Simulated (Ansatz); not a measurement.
## Rutile GeO2

These are Hartree–Fock (PAW; Ansatz, an electronic-structure program) values and carry that method's errors.

Run with plane-wave cutoff 460 eV, 6×6×8 k mesh (along the axes of the cell as run), Fermi–Dirac smearing 0.01 eV, scalar-relativistic PAW data made under PBE.

Cell: measured lattice: a = b = 4.397 Å, c = 2.863 Å, α = β = γ = 90.00°.

```yaml
band_gap: 13.74 eV (on the SCF k mesh) (direct)
```

Measured, for comparison: band gap 4.68 eV (temperature not stated, not corrected to a static lattice, direct (forbidden), UV absorption; as tabulated in Mengle et al. (2019), arXiv:1905.10301).

Note: cell and atoms aren't relaxed at this level (largest force component 0.18 eV/Å, pressure -9.7 GPa).

Spin–orbit coupling is not included.

The computed numbers hold no vibrational or temperature effects.
